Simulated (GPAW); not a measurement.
The system is ZnSe (Stilleite).

```
Se Zn
1.0
     0.00000    2.83380    2.83380
     2.83380    0.00000    2.83380
     2.83380    2.83380    0.00000
Se Zn
1 1
Cartesian
  4.2507 4.2507 4.2507
  0.0000 0.0000 0.0000
```

Program: GPAW 26.7.0. Alike in all runs: no spin polarisation; cell as given.

Order these runs on this cell by their band gap on the k mesh, lowest first.
A. level PBE0; potentials or basis GPAW PAW data sets (gpaw-data 1.2.1), pw; k mesh 6 × 6 × 6; cutoff (eV) 450; smearing fermi-dirac 0.05 eV; maxiter 60
B. level HSE06; potentials or basis GPAW PAW data sets (gpaw-data 1.2.1), pw; k mesh 6 × 6 × 6; cutoff (eV) 450; smearing fermi-dirac 0.05 eV; maxiter 60
C. level LDA; potentials or basis the program's PAW data sets (release 1.2.1) made for this functional, pw; k mesh 7 × 7 × 7; cutoff (eV) 500; smearing fermi-dirac 0.001 eV; response ecut 80 eV; maxiter 150; response k mesh 20 × 20 × 20; response bands 29; kernels ["RPA"]

C (1.04 eV), B (2.29 eV), A (3.03 eV).

Caveats: the long-wavelength limit can be off by several per cent where d states take part (some runs).

A k mesh can miss the band edges, odd and even meshes differently.
